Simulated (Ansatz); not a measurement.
# V_N-H in BN (F-43m): charge-transition levels and formation energies

Charge states of V_N-H in BN (F-43m), set against the band edges. Model: a cell of 72 host atoms with 1 N taken out and 1 H put in.

Main program and level: Ansatz 0.2.0; place-levels on PBEsol runs: charge-transition levels and formation energies with image-charge correction and potential alignment at the atomic sites.

## (1) The starting structure

The cell holds 72 atoms: 36 B, 35 N and 1 H. Cell: a = 7.649 Å, b = 7.649 Å, c = 10.199 Å, α = 60.0°, β = 60.0°, γ = 60.0°. It derives from BN (space group F-43m). Nearest the centre at fractional (0.417, 0.417, 0.562): H72 at 0.14 Å, B60 at 1.56 Å, B44 at 1.56 Å, B38 at 1.56 Å, B37 at 1.56 Å, N61 at 2.55 Å, N45 at 2.55 Å, N39 at 2.55 Å.

As a file:

```xyz
72
Lattice="0.0000 5.4087 5.4087 5.4087 0.0000 5.4087 7.2116 7.2116 0.0000" Properties=species:S:1:pos:R:3 pbc="T T T"
B     0.0000    0.0000    0.0000
N     0.9014    0.9014    0.9014
B     1.8029    1.8029    0.0000
N     2.7043    2.7043    0.9014
B     3.6058    3.6058    0.0000
N     4.5072    4.5072    0.9014
B     5.4087    5.4087    0.0000
N     6.3101    6.3101    0.9014
B     1.8029    0.0000    1.8029
N     2.7043    0.9014    2.7043
B     3.6058    1.8029    1.8029
N     4.5072    2.7043    2.7043
B     5.4087    3.6058    1.8029
N     6.3101    4.5072    2.7043
B     7.2116    5.4087    1.8029
N     8.1130    6.3101    2.7043
B     3.6058    0.0000    3.6058
N     4.5072    0.9014    4.5072
B     5.4087    1.8029    3.6058
N     6.3101    2.7043    4.5072
B     7.2116    3.6058    3.6058
N     8.1130    4.5072    4.5072
B     9.0145    5.4087    3.6058
N     9.9159    6.3101    4.5072
B     0.0000    1.8029    1.8029
N     0.9014    2.7043    2.7043
B     1.8029    3.6058    1.8029
N     2.7043    4.5072    2.7043
B     3.6058    5.4087    1.8029
N     4.5072    6.3101    2.7043
B     5.4087    7.2116    1.8029
N     6.3101    8.1130    2.7043
B     1.8029    1.8029    3.6058
N     2.7043    2.7043    4.5072
B     3.6058    3.6058    3.6058
N     4.5072    4.5072    4.5072
B     5.4087    5.4087    3.6058
B     7.2116    7.2116    3.6058
N     8.1130    8.1130    4.5072
B     3.6058    1.8029    5.4087
N     4.5072    2.7043    6.3101
B     5.4087    3.6058    5.4087
N     6.3101    4.5072    6.3101
B     7.2116    5.4087    5.4087
N     8.1130    6.3101    6.3101
B     9.0145    7.2116    5.4087
N     9.9159    8.1130    6.3101
B     0.0000    3.6058    3.6058
N     0.9014    4.5072    4.5072
B     1.8029    5.4087    3.6058
N     2.7043    6.3101    4.5072
B     3.6058    7.2116    3.6058
N     4.5072    8.1130    4.5072
B     5.4087    9.0145    3.6058
N     6.3101    9.9159    4.5072
B     1.8029    3.6058    5.4087
N     2.7043    4.5072    6.3101
B     3.6058    5.4087    5.4087
N     4.5072    6.3101    6.3101
B     5.4087    7.2116    5.4087
N     6.3101    8.1130    6.3101
B     7.2116    9.0145    5.4087
N     8.1130    9.9159    6.3101
B     3.6058    3.6058    7.2116
N     4.5072    4.5072    8.1130
B     5.4087    5.4087    7.2116
N     6.3101    6.3101    8.1130
B     7.2116    7.2116    7.2116
N     8.1130    8.1130    8.1130
B     9.0145    9.0145    7.2116
N     9.9159    9.9159    8.1130
H     6.2301    6.3902    4.4272
```

Known beforehand: the electronic dielectric constant, 4.63, and the static one, 6.91, computed on the host (DFPT, PBEsol).

The cell's shortest repeat is 7.6 Å.

## (2) What was run first

Levels follow from differences of total energies between charge states, each relaxed by itself.

Each atom starts 0.08 Å or so off its site in a random direction. Forces are taken at one point at (¼, ¼, ¼). The cell holds 1 electron fewer than the neutral one, with a uniform background that keeps it neutral on the whole. The electron count is odd, so at least one spin is unpaired; this run locks the moment at 1 μB.

One of the inputs; charge, spin and start change from state to state.

qp1_M1.relax/input.yaml

```yaml
crystal:
  lattice:
    - [0.0, 1.8028977, 1.8028977]
    - [1.8028977, 0.0, 1.8028977]
    - [1.8028977, 1.8028977, 0.0]
  atoms:
    - { symbol: B, position: [0.0, 0.0, 0.0] }
    - { symbol: "N", position: [0.25, 0.25, 0.25] }
  supercell: [3, 3, 4]
  defects:
    - { vacancy: 37 }
    - { interstitial: { symbol: H, position: [0.424066, 0.394467, 0.56805] } }
total_charge: 1
basis:
  ecutwfc: 420
  xc_grid: 2
hamiltonian:
  xc: pbesol
kpoints:
  mp_grid: { grid: [1, 1, 1], shift: [0.25, 0.25, 0.25] }
magnetization:
  spin_polarized: true
  initial_magnetization: 1
  spin_locking: { lock_magnetization: hard }
scf:
  occupations: { method: fixed }
  max_iter: 80
output:
  forces: true
  charged_corrections:
    epsilon: 4.63
    static_epsilon: 6.91
    defect_position: [0.416667, 0.416667, 0.5625]
relax:
  f_tol: 0.01
  max_steps: 80
  random_displacement: { amplitude: 0.08, seed: 9785 }
checkpoint:
  write: "../qp1_M1.relax.run"
  compress: false
  write_wavefunctions: true
  write_every: 100000
```

Command:

```sh
ansatz run input.yaml --threads 2 --pin off --max-ram 3768MiB --backend cpu --events-out ev --progress --plain --runs-dir out
```

Defect states can disperse in a cell of this size, so the energy is taken again at a 2×2×2 shifted mesh, on the relaxed structure.

The run of this state that the levels use, under PBEsol:

qp1_M1.point/input.yaml

```yaml
crystal:
  checkpoint: "../qp1_M1.relax.run"
  host: checkpoint
total_charge: 1
basis:
  ecutwfc: 420
  xc_grid: 2
hamiltonian:
  xc: pbesol
kpoints:
  mp_grid: { grid: [2, 2, 2], shift: [0.5, 0.5, 0.5] }
magnetization:
  spin_polarized: true
  initial_magnetization: 1
  spin_locking: { lock_magnetization: hard }
scf:
  occupations: { method: fermi_dirac, width: 0.01 }
  max_iter: 80
output:
  forces: true
  eigenvalues: true
  charged_corrections:
    epsilon: 4.63
    static_epsilon: 6.91
    defect_position: [0.416667, 0.416667, 0.5625]
  eigenstates: { localisation: true }
  populations: true
  efg: {}
checkpoint:
  read: "../qp1_M1.relax.run"
  write: "../qp1_M1.point.run"
  compress: false
  write_wavefunctions: false
  write_every: 100000
```

Relaxations under PBEsol at one point at (¼, ¼, ¼); times on 2 threads of AMD EPYC 7R43, shared host:

```csv
charge,moment (μB),occupations,outcome,steps,largest displacement against the far atoms (Å),time
0,0,fixed,converged,14,0.62,1.9 min
0,2,fixed,converged,14,0.38,4.2 min
+1,1,fixed,converged,19,0.43,6.2 min
+2,0,fixed,converged,11,0.25,1.8 min
+2,2,fixed,converged,9,0.42,3.3 min
+3,1,fixed,converged,14,0.25,4.5 min
```

Single points under PBEsol at a 2×2×2 shifted mesh; times on 2 threads of AMD EPYC 7R43, shared host:

```csv
charge,moment (μB),occupations,outcome,time
0,0,fermi-dirac,converged,66 s
0,2,fermi-dirac,converged,2.5 min
+1,1,fermi-dirac,converged,2.3 min
+2,0,fermi-dirac,converged,62 s
+2,2,fermi-dirac,converged,2.6 min
+3,1,fermi-dirac,converged,2.8 min
```

Distances (Å) from the ideal centre to the nearest atoms after relaxation with PBEsol:

```csv
charge,moment (μB),1.,2.,3.,4.,5.,6.
0,0,H 0.65,B 1.61,B 1.62,B 1.63,B 1.78,N 2.50
0,2,H 0.42,B 1.65,B 1.67,B 1.68,B 1.68,N 2.50
+1,1,H 0.44,B 1.69,B 1.72,B 1.73,B 1.74,N 2.52
+2,0,H 0.13,B 1.73,B 1.73,B 1.80,B 1.80,N 2.53
+2,2,H 0.45,B 1.70,B 1.73,B 1.74,B 1.74,N 2.52
+3,1,H 0.13,B 1.73,B 1.73,B 1.78,B 1.81,N 2.53
```

## (3) Placing the levels, PBEsol

A charged cell interacts with its images and the background, and its potential has another zero than the host's. place-levels removes the first by a point-charge model, screened by the static dielectric constant since the ions have relaxed around the charge, and the second by comparing potentials at atoms far from the defect.

The host is a run of the defect-free crystal in the same cutoffs, grids and k-points, so that basis and sampling errors cancel in part in the differences. The host is run in a cell of 2 atoms on a matching mesh. Its band edges are searched through the zone by a band path, so the gap is smaller than, or equal to, that on the mesh. Chemical potentials are energies per atom of N (N2 molecule) and H (H2 molecule), run with the same functional and cutoff.

levels.point.yaml

```yaml
host:
  run: host.point.run
states: [q0.point.run, q0_M2.point.run, qp1_M1.point.run, qp2.point.run, qp2_M2.point.run, qp3_M1.point.run]
geometry_from:
  q0.point.run: q0.relax.run
  q0_M2.point.run: q0_M2.relax.run
  qp1_M1.point.run: qp1_M1.relax.run
  qp2.point.run: qp2.relax.run
  qp2_M2.point.run: qp2_M2.relax.run
  qp3_M1.point.run: qp3_M1.relax.run
  host.point.run: host.relax.run
chemical_potentials:
  "N":
    energy: -378.471758
    dataset: "<sha256 of the dataset>"
  H:
    energy: -15.609288
    dataset: "<sha256 of the dataset>"
```

Command:

```sh
ansatz place-levels levels.point.yaml -- --threads 2 --pin off --max-ram 3768MiB
```

Numbers of over 12 decimals in the logs are rounded to 6 here.

The program printed:

```text
[... repeated set-up lines and file paths are left out, and long positions are rounded to six places ...]
(+3/+2) 0.034 eV beneath the valence edge (-1.734 eV without the band-filling correction), in the valence band
(+2/+1) 2.070 eV above the valence edge, 2.192 eV under the conduction edge
(+1/0) 2.513 eV above the valence edge, 1.748 eV under the conduction edge
formation energy of charge +3: +3.429 eV with the Fermi level at the valence edge
formation energy of charge +2: +3.395 eV with the Fermi level at the valence edge
formation energy of charge +1: +5.465 eV with the Fermi level at the valence edge
formation energy of charge 0: +7.978 eV with the Fermi level at the valence edge
  edges by pbesol, gap 4.262 eV; the host is sampled to repeats of 15.30 Å
  the defect's cells are sampled to repeats of 15.30 Å, like sampling
  charge +3: -18884.0231 eV with its correction of +2.013 eV, at epsilon 6.91, aligned at sites: -0.5137 eV, mean over 37 atomic sites at or beyond 3.82 Å from the host's site at [0.4168, 0.4168, 0.5625] by the defect at [0.4167, 0.4167, 0.5625], with [...]
  states[5] (qp3_M1.point.run): levels filled in part (TS 0.003 eV): its energy is of no whole electron's
  charge +2: -18874.4640 eV with its correction of +0.968 eV, at epsilon 6.91, aligned at sites: -0.3057 eV, mean over 37 atomic sites at or beyond 3.82 Å from the host's site at [0.4168, 0.4168, 0.5625] by the defect at [0.4167, 0.4167, 0.5625], with [...]
  charge +1: -18861.1007 eV with its correction of +0.133 eV, at epsilon 6.91, aligned at sites: -0.2615 eV, mean over 37 atomic sites at or beyond 3.82 Å from the host's site at [0.4168, 0.4168, 0.5625] by the defect at [0.4167, 0.4167, 0.5625], with [...]
  charge 0: +0.000 eV for its dipole among its images, +0.006 omitted
  charge +2: states[4] (qp2_M2.point.run) stands 3.231 eV higher, with a moment of 2.00 μB against 0.00
  states[4] (qp2_M2.point.run): levels filled in part (TS 0.003 eV): its energy is of no whole electron's
  charge 0: states[1] (q0_M2.point.run) stands 0.920 eV higher, with a moment of 2.00 μB against 0.00
  of states[5] (qp3_M1.point.run): how wide its charge is, is not read beside other atoms or cores, and a band state would take no correction. [...]
  of states[3] (qp2.point.run): how wide its charge is, is not read beside other atoms or cores, and a band state would take no correction. [...]
  of states[2] (qp1_M1.point.run): how wide its charge is, is not read beside other atoms or cores, and a band state would take no correction. [...]
  of states[4] (qp2_M2.point.run): how wide its charge is, is not read beside other atoms or cores, and a band state would take no correction. [...]
```

Run time: 0.77 s. Hardware: 2 threads of AMD EPYC 7R43, shared host.

Levels between the charges placed, in eV above the valence top:

```csv
,gap (eV),(+3/+2),(+2/+1),(+1/0)
PBEsol,4.26,-0.03,2.07,2.51
```

Corrections by state:

```csv
charge,moment (μB),image terms and alignment (eV),band filling (eV),ε used,"over the lowest of its charge, as the program ranks them, band filling apart (eV)"
+3,1.0,2.013,-1.700,6.91,0.000
+2,0.0,0.968,-,6.91,0.000
+1,1.0,0.133,-,6.91,0.000
0,0.0,0.000,-,-,0.000
+2,2.0,0.588,-,6.91,3.231
0,2.0,0.000,-,-,0.920
```

From the program's caveats on the states, each cut to its opening words:

- charge +3 (1 μB), +2, +1 (1 μB), +2 (2 μB): how wide its charge is, is not read beside other atoms or cores, and a band state would take no correction
- charge +3 (1 μB): a band-filling correction moves a carrier to the host's band edge, which changes its energy by -1.700 eV
- charge +3 (1 μB): the host's ions (past the first shell or, of a walk that freed a part, those that it held) aren't shown at rest: they stand up to 0.035 Å off their sites, 0.31 [...]
- charge +3 (1 μB): the far atoms show a dipole or second moment of the defect's charge, for which the correction takes or leaves out 0.2 eV: further moments aren't read, and the [...]
- charge +3 (1 μB): its sublattices stand up to 0.0070 Å off the host's, which by the two runs' forces adds about +0.05 eV to its energy against the host's, and moves the band [...]
- charge +3 (1 μB): its displacements don't fall off away from the defect: farther atoms stand 0.011 Å off the host's places
- charge +3 (1 μB): its moments are held at its close (magnetization.spin_locking), by a field of 0.154 eV a Bohr magneton, and its energy and levels are of the state that this [...]
- charge +2: its alignment with the host at atomic sites is doubtful: the mean over the far sites moves by -0.1490 eV from their farther parts to their nearer, more than [...]
- charge +2: the far atoms show a dipole or second moment of the defect's charge, for which the correction takes or leaves out 0.126 eV: further moments aren't read, and [...]
- charge +1 (1 μB): its alignment with the host at atomic sites is doubtful: the mean over the far sites moves by -0.0831 eV from their farther parts to their nearer, more than [...]
- charge +2 (2 μB): the host's ions (past the first shell or, of a walk that freed a part, those that it held) aren't shown at rest: they stand up to 0.037 Å off their sites, 0.24 [...]
- charge +2 (2 μB): its sublattices stand up to 0.0062 Å off the host's, which by the two runs' forces adds about +0.05 eV to its energy against the host's, and moves the band [...]
- charge +2 (2 μB): its moments are held at its close (magnetization.spin_locking), by a field of 1.689 eV a Bohr magneton, and its energy and levels are of the state that this [...]

The host's formation energy from the elements is -1.349 eV per atom; it sets how far the chemical potentials can move.

Limit set by the element alone; other compounds of these elements are not counted. Chemical potentials from the elements' reference states: B 0.00 eV, N -2.70 eV, H 0.00 eV. Formation energies (B-rich), with the Fermi level at the valence top and at the conduction bottom (gap 4.26 eV):

```csv
charge,at valence top (eV),at conduction bottom (eV),correction included (eV)
+3,0.73,13.52,0.31
+2,0.70,9.22,0.97
+1,2.77,7.03,0.13
0,5.28,5.28,0.00
```

(Fermi level (eV), lowest formation energy (eV)): (0.00, 0.70), (0.39, 1.47), (0.77, 2.25), (1.16, 3.02), (1.55, 3.79), (1.94, 4.57), (2.33, 5.09), (2.71, 5.28), (3.10, 5.28), (3.49, 5.28), (3.87, 5.28), (4.26, 5.28)

Limit set by the element alone; other compounds of these elements are not counted. Chemical potentials from the elements' reference states: N 0.00 eV, B -2.70 eV, H 0.00 eV. Formation energy by charge state (N-rich; gap 4.26 eV):

```csv
charge,at valence top (eV),at conduction bottom (eV),correction included (eV)
+3,3.43,16.21,0.31
+2,3.39,11.92,0.97
+1,5.46,9.73,0.13
0,7.98,7.98,0.00
```

```csv
Fermi level (eV),lowest formation energy (eV)
0.00,3.39
0.39,4.17
0.77,4.94
1.16,5.72
1.55,6.49
1.94,7.27
2.33,7.79
2.71,7.98
3.10,7.98
3.49,7.98
3.87,7.98
4.26,7.98
```

## (4) Effect of the sampling

The relaxations' own energies give the levels at their sampling, for comparison.

levels.relax_mesh.yaml

```yaml
host:
  run: host.relax.run
states: [q0.relax.run, q0_M2.relax.run, qp1_M1.relax.run, qp2.relax.run, qp2_M2.relax.run, qp3_M1.relax.run]
chemical_potentials:
  "N":
    energy: -378.471758
    dataset: "<sha256 of the dataset>"
  H:
    energy: -15.609288
    dataset: "<sha256 of the dataset>"
```

Command:

```sh
ansatz place-levels levels.relax_mesh.yaml -- --threads 2 --pin off --max-ram 3768MiB
```

The program printed:

```text
[...]
(+2/+1) 2.113 eV above the valence edge, 2.133 eV under the conduction edge
(+1/0) 2.465 eV above the valence edge, 1.781 eV under the conduction edge
formation energy of charge +3: +2.990 eV with the Fermi level at the valence edge
formation energy of charge +2: +2.931 eV with the Fermi level at the valence edge
formation energy of charge +1: +5.044 eV with the Fermi level at the valence edge
formation energy of charge 0: +7.509 eV with the Fermi level at the valence edge
  edges by pbesol, gap 4.246 eV; the host is sampled to repeats of 7.65 Å
[... the lines on each state left out ...]
```

Wall time 0.42 s (2 threads).

Levels between neighbouring charges, in eV above the valence top:

```csv
,gap (eV),(+3/+2),(+2/+1),(+1/0)
"one point at (¼, ¼, ¼)",4.25,-0.06,2.11,2.47
a 2×2×2 shifted mesh,4.26,-0.03,2.07,2.51
```

Going from one point at (¼, ¼, ¼) to a 2×2×2 shifted mesh moves the levels that carry no band-filling term by up to 0.05 eV and formation energies against the elements by up to 0.47 eV; band-filling terms, which differ between samplings, are in these energies.

## (5) What a wrong or other choice does

A choice is tested by changing it alone.

levels.try0.yaml is levels.point.yaml with these lines changed:

```diff
+epsilon: 500.0
+static_epsilon: 500.0
```

Command:

```sh
ansatz place-levels levels.try0.yaml -- --threads 2 --pin off --max-ram 3768MiB
```

The program printed:

```text
[...]
(+2/+1) 2.828 eV above the valence edge, 1.433 eV under the conduction edge; not on the lower envelope
(+1/0) 2.766 eV above the valence edge, 1.496 eV under the conduction edge; not on the lower envelope
[...]
formation energy of charge +3: +2.418 eV with the Fermi level at the valence edge
formation energy of charge +2: +2.383 eV with the Fermi level at the valence edge
formation energy of charge +1: +5.212 eV with the Fermi level at the valence edge
formation energy of charge 0: +7.978 eV with the Fermi level at the valence edge
  edges by pbesol, gap 4.262 eV; the host is sampled to repeats of 15.30 Å
[... the lines on each state left out ...]
```

The change: a very large dielectric constant, which removes the point-charge term and changes the alignment.

Levels in eV above the valence top; the changed ones are not the defect's:

```csv
,gap (eV),(+3/+2),(+2/+1),(+1/0)
changed,4.26,-0.03,2.83,2.77
as set up,4.26,-0.03,2.07,2.51
```

The largest shift is 0.76 eV, band-filling terms included.

## (6) Another choice

A choice is tested by changing it alone.

levels.try1.yaml is levels.point.yaml with these lines changed:

```diff
+epsilon: 6.16
+static_epsilon: 9.19
```

Command:

```sh
ansatz place-levels levels.try1.yaml -- --threads 2 --pin off --max-ram 3768MiB
```

The program printed:

```text
[...]
(+2/+1) 2.261 eV above the valence edge, 2.001 eV under the conduction edge
(+1/0) 2.577 eV above the valence edge, 1.685 eV under the conduction edge
formation energy of charge +3: +3.175 eV with the Fermi level at the valence edge
formation energy of charge +2: +3.140 eV with the Fermi level at the valence edge
formation energy of charge +1: +5.401 eV with the Fermi level at the valence edge
formation energy of charge 0: +7.978 eV with the Fermi level at the valence edge
  edges by pbesol, gap 4.262 eV; the host is sampled to repeats of 15.30 Å
[... the lines on each state left out ...]
```

The change: dielectric constants a third too high.

Levels in eV above the valence top; the changed ones are not the defect's:

```csv
,gap (eV),(+3/+2),(+2/+1),(+1/0)
changed,4.26,-0.03,2.26,2.58
as set up,4.26,-0.03,2.07,2.51
```

The largest shift is 0.19 eV, band-filling terms included.

## (7) Outcome

| Item | Value |
| --- | --- |
| gap of the host | 4.26 eV (PBEsol) |
| level (plus 3/plus 2) | 0.03 eV below the valence top (-1.73 eV above the valence top without the band-filling term) |
| level (plus 2/plus 1) | 2.07 eV above the valence top |
| level (plus 1/0) | 2.51 eV above the valence top |
| lowest of the charges placed, just above the valence top (0.02 eV) | +2 |
| lowest of the charges placed, just below the conduction bottom (0.02 eV) | 0 |
| lowest formation energy at mid-gap of the charges run, B-rich | 4.90 eV |
| lowest formation energy at mid-gap of the charges run, N-rich | 7.60 eV |

Of the charges placed (0, +1, +2 and +3), the lowest changes at 2.07 eV (+2/+1) and 2.51 eV (+1/0) above the valence top, in a gap of 4.26 eV. Charges below 0 were not placed, so these runs say nothing of levels that involve them. States placed: +3 at 1 μB; +2 at 0 μB and 2 μB; +1 at 1 μB; 0 at 0 μB and 2 μB. Other spin states or structures, where not listed, weren't placed. The program finds carriers beyond a band edge of the host and adds a band-filling term at charge +3 (-1.70 eV); steps to such a charge show no bound level, and a defect level inside a band would be read the same way. Corrections reach 2.0 eV, so the cell is small for these charges and their levels are rough. H is taken at its element; compounds, which aren't counted here, bound the chemical potentials and would shift these formation energies. Going from one point at (¼, ¼, ¼) to a 2×2×2 shifted mesh moves the levels that carry no band-filling term by up to 0.05 eV and formation energies against the elements by up to 0.47 eV; band-filling terms, which differ between samplings, are in these energies. The program doubts the alignment of potentials for at least one state, a sign that the cell is small. Keep in mind: the images are only 7.6 Å apart; PBEsol makes the gap too small and tends to spread out bound carriers; where a gas molecule sets a chemical potential or the host's formation energy, its binding is uncorrected; force components of up to 0.44 eV/Å remain in a run at the final settings.

[Logs are printed without paths, hosts, clocks, repeated set-up lines and the standing remarks that a program may print on its own settings, such as how far it seeks lower states.]

[Hosts, paths, dates, database ids (printed as entryN), source tags and the programs' standing remarks are cut or masked in the printed files.]

[Where a table of states has a column of steps, it counts the stored structures, which are thinned; the runs took as many ionic steps or more.]

[A defect's name tells the site on which it was built; relaxed atoms can leave that site.]

[For some hosts the program warned that the k-mesh of the response run may be too coarse for force constants and the static dielectric constant; such warnings are not shown here.]
